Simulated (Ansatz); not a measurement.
SnS2, CdI2 type, relaxed with r2SCAN+rVV10 in the plane-wave code Ansatz. Space group P-3m1 (No. 164), trigonal; conventional cell a = 3.661 Å, c = 5.962 Å, 23.06 Å³ an atom. Around Sn lie 6 S at 2.57 Å; around S lie 3 Sn at 2.57 Å.

The axes x, y and z are those of this cell:
```xyz
3
Lattice="3.6608 0.0000 0.0000 -1.8304 3.1703 0.0000 0.0000 0.0000 5.9618" Properties=species:S:1:pos:R:3 pbc="T T T"
Sn    0.0000    0.0000    0.0000
S     0.0000    2.1135    1.4642
S     1.8304    1.0568    4.4976
```

Unstrained: With PBE the valence top lies at Γ–K (0.23 of the way from Γ) and the conduction bottom at k = (0, 0.464, 0.323), 1.432 eV higher; the smallest vertical gap, at k = (0, -1/2, 1/4), is 1.917 eV. With r2SCAN the valence top lies at Γ–K (0.23 of the way from Γ) and the conduction bottom at k = (0, 0.464, 0.323), 1.750 eV higher; the smallest vertical gap, at k = (0, -1/2, 1/4), is 2.249 eV. With HSE06 the valence top lies at Γ–K (0.23 of the way from Γ) and the conduction bottom at k = (0, 0.464, 0.323), 2.315 eV higher; the smallest vertical gap, at k = (0, -1/2, 1/4), is 2.766 eV. The r2SCAN+SOC gap is indirect, 1.752 eV (Γ–K (0.23 of the way from Γ) to k = (0, 0.464, 0.323)), below the direct gap of 2.250 eV at k = (0, -1/2, 1/4). Meshes: PBE 12×12×4, r2SCAN 12×12×4, HSE06 6×6×4, r2SCAN+SOC 12×12×4. Strains are changes of length per length. After each strain the atoms were relaxed again with r2SCAN+rVV10 within the symmetry that the strain leaves, so tilts or polar shifts that break it weren't tested; points keep the names that they have in the unstrained zone. No magnetic order and no zero-point or thermal motion.

**Question.** Estimate what isotropic +3.0 % on every length does to the gap.

**Answer.** PBE: the gap goes from 1.432 to 1.360 eV (-0.072 eV); the edges go from Γ–K (0.23) → (0, 0.464, 0.323) to Γ → (0, 0.469, 0.294). r2SCAN: the gap goes from 1.750 to 1.660 eV (-0.090 eV); the edges go from Γ–K (0.23) → (0, 0.464, 0.323) to Γ → (0, 0.469, 0.294). HSE06: the gap goes from 2.315 to 2.261 eV (-0.054 eV); the edges go from Γ–K (0.23) → (0, 0.464, 0.323) to Γ → (0, 0.469, 0.294). r2SCAN+SOC: the gap goes from 1.752 to 1.661 eV (-0.091 eV); the edges go from Γ–K (0.23) → (0, 0.464, 0.323) to Γ → (0, 0.469, 0.294).

**Question.** Apply isotropic -4.0 % on every length. How far does the gap move, against the unstrained cell?

**Answer.** PBE: the gap goes from 1.432 to 1.343 eV (-0.089 eV); the edges go from Γ–K (0.23) → (0, 0.464, 0.323) to (0, 0.138, -0.159) → (0, 0.451, 0.341). r2SCAN: the gap goes from 1.750 to 1.691 eV (-0.059 eV); the edges go from Γ–K (0.23) → (0, 0.464, 0.323) to (0, 0.138, -0.159) → (0, 0.451, 0.341). HSE06: the gap goes from 2.315 to 2.171 eV (-0.144 eV); the edges go from Γ–K (0.23) → (0, 0.464, 0.323) to (0, 0.138, -0.159) → (0, 0.451, 0.341). r2SCAN+SOC: the gap goes from 1.752 to 1.692 eV (-0.060 eV); the edges go from Γ–K (0.23) → (0, 0.464, 0.323) to (0, 0.138, -0.159) → (0, 0.451, 0.341).

**Question.** Apply isotropic -2.0 % on every length. How far does the gap move, against the unstrained cell?

**Answer.** PBE: the gap goes from 1.432 to 1.423 eV (-0.009 eV); the edges go from Γ–K (0.23) → (0, 0.464, 0.323) to (-0.083, 0.161, 0) → (0, 0.458, 1/3). r2SCAN: the gap goes from 1.750 to 1.753 eV (+0.003 eV); the edges go from Γ–K (0.23) → (0, 0.464, 0.323) to (-0.083, 0.161, 0) → (0, 0.458, 1/3). HSE06: the gap goes from 2.315 to 2.292 eV (-0.023 eV); the edges go from Γ–K (0.23) → (0, 0.464, 0.323) to (-0.083, 0.161, 0) → (0, 0.458, 1/3). r2SCAN+SOC: the gap goes from 1.752 to 1.754 eV (+0.002 eV); the edges go from Γ–K (0.23) → (0, 0.464, 0.323) to (-0.083, 0.161, 0) → (0, 0.458, 1/3).

**Question.** Estimate what isotropic -3.0 % on every length does to the gap.

**Answer.** PBE: the gap goes from 1.432 to 1.397 eV (-0.035 eV); the edges go from Γ–K (0.23) → (0, 0.464, 0.323) to Γ–L (0.29) → (0, 0.453, 0.339). r2SCAN: the gap goes from 1.750 to 1.739 eV (-0.011 eV); the edges go from Γ–K (0.23) → (0, 0.464, 0.323) to Γ–L (0.29) → (0, 0.453, 0.339). HSE06: the gap goes from 2.315 to 2.224 eV (-0.091 eV); the edges go from Γ–K (0.23) → (0, 0.464, 0.323) to Γ–L (0.29) → (0, 0.453, 0.339). r2SCAN+SOC: the gap goes from 1.752 to 1.740 eV (-0.012 eV); the edges go from Γ–K (0.23) → (0, 0.464, 0.323) to Γ–L (0.29) → (0, 0.453, 0.339).

**Question.** Estimate what isotropic +2.0 % on every length does to the gap.

**Answer.** PBE: the gap goes from 1.432 to 1.391 eV (-0.041 eV); the edges go from Γ–K (0.23) → (0, 0.464, 0.323) to Γ → (0, 0.469, 0.307). r2SCAN: the gap goes from 1.750 to 1.695 eV (-0.055 eV); the edges go from Γ–K (0.23) → (0, 0.464, 0.323) to Γ → (0, 0.469, 0.307). HSE06: the gap goes from 2.315 to 2.290 eV (-0.025 eV); the edges go from Γ–K (0.23) → (0, 0.464, 0.323) to Γ → (0, 0.469, 0.307). r2SCAN+SOC: the gap goes from 1.752 to 1.695 eV (-0.057 eV); the edges go from Γ–K (0.23) → (0, 0.464, 0.323) to Γ → (0, 0.469, 0.307).

**Question.** Estimate what isotropic -1.0 % on every length does to the gap.

**Answer.** PBE: the gap goes from 1.432 to 1.432 eV (0.000 eV); the edges go from Γ–K (0.23) → (0, 0.464, 0.323) to (-0.083, 0.161, 0) → (0, 0.461, 0.331). r2SCAN: the gap goes from 1.750 to 1.756 eV (+0.006 eV); the edges go from Γ–K (0.23) → (0, 0.464, 0.323) to (-0.083, 0.161, 0) → (0, 0.461, 0.331). HSE06: the gap goes from 2.315 to 2.308 eV (-0.007 eV); the edges go from Γ–K (0.23) → (0, 0.464, 0.323) to (-0.083, 0.161, 0) → (0, 0.461, 0.331). r2SCAN+SOC: the gap goes from 1.752 to 1.757 eV (+0.005 eV); the edges go from Γ–K (0.23) → (0, 0.464, 0.323) to (-0.083, 0.161, 0) → (0, 0.461, 0.331).

**Question.** Apply isotropic +4.0 % on every length. How far does the gap move, against the unstrained cell?

**Answer.** PBE: the gap goes from 1.432 to 1.325 eV (-0.107 eV); the edges go from Γ–K (0.23) → (0, 0.464, 0.323) to Γ → (0, 0.471, 0.279). r2SCAN: the gap goes from 1.750 to 1.621 eV (-0.129 eV); the edges go from Γ–K (0.23) → (0, 0.464, 0.323) to Γ → (0, 0.471, 0.279). HSE06: the gap goes from 2.315 to 2.226 eV (-0.089 eV); the edges go from Γ–K (0.23) → (0, 0.464, 0.323) to Γ → (0, 0.471, 0.279). r2SCAN+SOC: the gap goes from 1.752 to 1.622 eV (-0.130 eV); the edges go from Γ–K (0.23) → (0, 0.464, 0.323) to Γ → (0, 0.471, 0.279).

**Question.** Apply isotropic +1.0 % on every length. How far does the gap move, against the unstrained cell?

**Answer.** PBE: the gap goes from 1.432 to 1.418 eV (-0.014 eV); the edges go from Γ–K (0.23) → (0, 0.464, 0.323) to Γ → (0, 0.466, 0.315). r2SCAN: the gap goes from 1.750 to 1.727 eV (-0.023 eV); the edges go from Γ–K (0.23) → (0, 0.464, 0.323) to Γ → (0, 0.466, 0.315). HSE06: the gap goes from 2.315 to 2.315 eV (0.000 eV); the edges go from Γ–K (0.23) → (0, 0.464, 0.323) to Γ → (0, 0.466, 0.315). r2SCAN+SOC: the gap goes from 1.752 to 1.726 eV (-0.026 eV); the edges go from Γ–K (0.23) → (0, 0.464, 0.323) to Γ → (0, 0.466, 0.315).

Only the levels marked +SOC include spin-orbit coupling.

Where an edge lies off the special points, it is a point of the mesh or the k point where a search put PBE's edge or least direct gap, reused for the other functionals, whose own edges may lie a little apart.

Coordinates of k points refer to the reciprocal vectors of the primitive cell of the runs.

The meshes of the hybrids are coarse, so their gaps aren't converged to the digits shown.
